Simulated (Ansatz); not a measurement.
Method: PBEsol, scalar-relativistic; no spin polarisation; PAW, 420 eV, 10×10×10 k-mesh, Gaussian smearing of 0.05 eV; code Ansatz; PAW files: Ansatz's generated set soft_2.

A compound XP has these computed properties.

- Space group: F-43m (No. 216)
- Conventional cell: a = 5.438 Å, b = 5.438 Å, c = 5.438 Å, α = 90.00°, β = 90.00°, γ = 90.00°
- Volume: 20.11 Å³/atom
- Band gap: 1.45 eV
- Smallest direct gap: 1.80 eV
- Formation energy from the elements (0 K, uncorrected): -0.41 eV/atom
- Bulk modulus (Birch–Murnaghan): 85 GPa
- Pressure derivative B0′: 4.5
- Shear modulus (Hill): 53 GPa
- Young's modulus: 132 GPa
- Poisson's ratio: 0.24
- Elastically stable: yes

Sites: X on 4a, P on 4c.

Task: Which element is X?
A. As
B. Ga
C. Cu
D. Zn

Result: B. X is Ga, so the compound is GaP.

The chain of runs began from a cell as deposited in COD, expanded in volume.

Semilocal functionals underestimate band gaps, commonly by a third or more.
